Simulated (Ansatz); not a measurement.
GaAs: experiment and calculation

**Experimental background.**

From a printed reference work, textbook, for a bulk crystal of GaAs at 298 K: lattice constant a 5.65325 ± 0.00002 Å.

“Evidence of valence band perturbations in GaAsN/GaAs(001): A combined variable-angle spectroscopic ellipsometry and modulated photoreflectance investigation”, 2008, arxiv:0805.2212 reports, for a bulk crystal of GaAs at 300 K: band gap 1.412 ± 0.01 eV (direct).

How close the calculation comes is told below.

Theory: Ansatz 0.2.0, DFT PBE, scalar-relativistic, plane waves, PAW.

Plane waves to 420 eV, a k mesh through Γ of 12×12×12 on the computed 2-atom cell and Gaussian smearing (0.02 eV); no spin polarisation.

Relaxed structure, symmetry kept:

```yaml
crystal:
  lattice:
    - [0.00000, 2.87269, 2.87269]
    - [2.87269, 0.00000, 2.87269]
    - [2.87269, 2.87269, 0.00000]
  atoms:
    - { symbol: Ga, position: [0.00000, 0.00000, 0.00000] }
    - { symbol: As, position: [0.25000, 0.25000, 0.25000] }
```

* Space group: F-43m (No. 216)
* Volume per atom: 23.71 Å³
* Formation energy from the elements' standard states (uncorrected): -0.352 eV/atom
* Kohn–Sham band gap: 0.16 eV
* Löwdin character of the top 1 eV of the valence band: As 4p 75 %, Ga 4p 22 %
* Löwdin character of the lowest 1 eV of the conduction band: Ga 4s 35 %, Ga 4p 21 %, As 4s 21 %, As 4p 20 %
* Bader charges (e): Ga (1 in the cell) 0.67, As (1 in the cell) -0.67

A measured lattice constant a of GaAs is 5.65325 Å (298 K; a printed reference work, textbook); the calculated 5.745 Å misses it by +1.6 %. The calculation is for 0 K without zero-point motion. Against the measured band gap of GaAs, 1.412 eV (direct; 300 K; the paper above), the calculated 0.16 eV is off by -1.25 eV. So large a miss may mean another phase, state or a wrong row. 3 values of this kind are on record (1.412 to 1.51 eV); this one was drawn at random among those near their median, those with a stated uncertainty first. Kohn–Sham gaps of semilocal functionals fall short of measured ones as a rule; spin-orbit coupling, left out here, would usually lower the calculated gap of a compound with heavy elements.